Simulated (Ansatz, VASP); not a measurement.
Given: the input of a run of VASP 6.6.1 on K.

Contents of INCAR:

```
PREC = Accurate
ENCUT = 520
EDIFF = 1E-6
ISMEAR = 0
SIGMA = 0.05
LREAL = False
LASPH = True
NELM = 100
ALGO = Normal
ISIF = 2
LWAVE = False
LCHARG = False
GGA = PS
NBANDS = 10
```

The input KPOINTS:

```
Automatic mesh
0
Gamma
  7 7 7
```

POSCAR

```
K
1.0
    0.0000000000      3.3918728180      3.3918728180
    3.3918728180      0.0000000000      3.3918728180
    3.3918728180      3.3918728180      0.0000000000
K
1
Direct
    0.0000000000      0.0000000000      0.0000000000
```

Potentials or basis: VASP PAW PBE potentials, release 64 (K_sv).

Launch:

```sh
$ cat potpaw_PBE.64/K_sv/POTCAR > POTCAR
$ mpirun -np 1 vasp_std > vasp.out
```

**Question.** Set up the same calculation for Ansatz 0.2.0. Potentials there: all-electron LAPW, scalar-relativistic.

**Answer.** As run (the cutoff follows the program's own potentials):

File input.yaml:

```yaml
crystal:
  lattice:
    - [0.0, 3.391872818, 3.391872818]
    - [3.391872818, 0.0, 3.391872818]
    - [3.391872818, 3.391872818, 0.0]
  atoms:
    - { symbol: K, position: [0.0, 0.0, 0.0] }
kpoints:
  mp_grid: { grid: [7, 7, 7] }
scf:
  occupations: { method: gaussian, width: 0.05 }
hamiltonian:
  xc: pbesol
  pseudopotentials: { kind: all_electron, lapw: { basis_error: 0.001 } }
output:
  forces: true
  stress: true
  eigenvalues: true
```

Potentials or basis: all-electron LAPW, scalar-relativistic.

Launch:

```bash
$ ansatz run input.yaml --threads 1 --pin off --max-ram 3072MiB --backend cpu --events-out ev --progress --plain --runs-dir out
```

Both were run:

|  | VASP | Ansatz | Ansatz less VASP |
| --- | --- | --- | --- |
| gap on the k mesh at the Fermi level (eV) | none | none | - |
| pressure (GPa) | -0.3 | -0.3 | +0.01 |

A gap of «none» marks a metal or a gap that the smearing closes. Ansatz ran all-electron here, so the differences hold the error of VASP's frozen core and of both bases.

Caveats: the PAW data sets were made with another functional, which shifts forces and pressure a little (VASP).
